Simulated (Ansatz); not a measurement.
## Nb under changes of volume

One of the cells (18.922 Å³/atom); the others are scaled copies at fixed shape and fractional positions:

```
Nb
1.0
     0.00000    2.11500    2.11500
     2.11500    0.00000    2.11500
     2.11500    2.11500    0.00000
Nb
1
Direct
  0.00000 0.00000 0.00000
```

This isn't the form of Nb at room conditions, which is bcc.

| Property | Result |
| --- | --- |
| Program | Ansatz 0.2.0 |
| Functional | PBE |
| Potentials or basis | Ansatz PAW |
| Cutoff | 420 eV (not typed: the program's choice for these potentials) |
| k mesh | 11 × 11 × 11 |
| Occupations | fermi-dirac, width 0.05 eV |
| Spin | no spin polarisation |

| volume (Å³/atom) | energy over the lowest point (meV/atom) | pressure (GPa) |
| --- | --- | --- |
| 17.786 | 24.48 | 9.2 |
| 18.165 | ? | ? |
| 18.543 | 0.00 | 1.5 |
| 18.922 | 0.68 | -1.8 |
| 19.300 | 8.87 | -4.8 |
| 19.679 | 23.83 | -7.5 |
| 20.057 | 44.86 | -9.9 |

What does the run at 18.165 Å³/atom give?

Energy over the lowest point 7.65 meV/atom; pressure 5.1 GPa.

Worked out: A Birch-Murnaghan fit of order 3 (a polynomial in V^(-2/3)) to the other rows has its minimum at 18.70 Å³/atom with B0 = V·E''(V) = 167 GPa and B' = 4.1. It gives 7.61 meV/atom at 18.165 Å³/atom, against the run's 7.65, and -dE/dV = 5.1 GPa, against 5.1.

Energies are extrapolated to zero smearing.
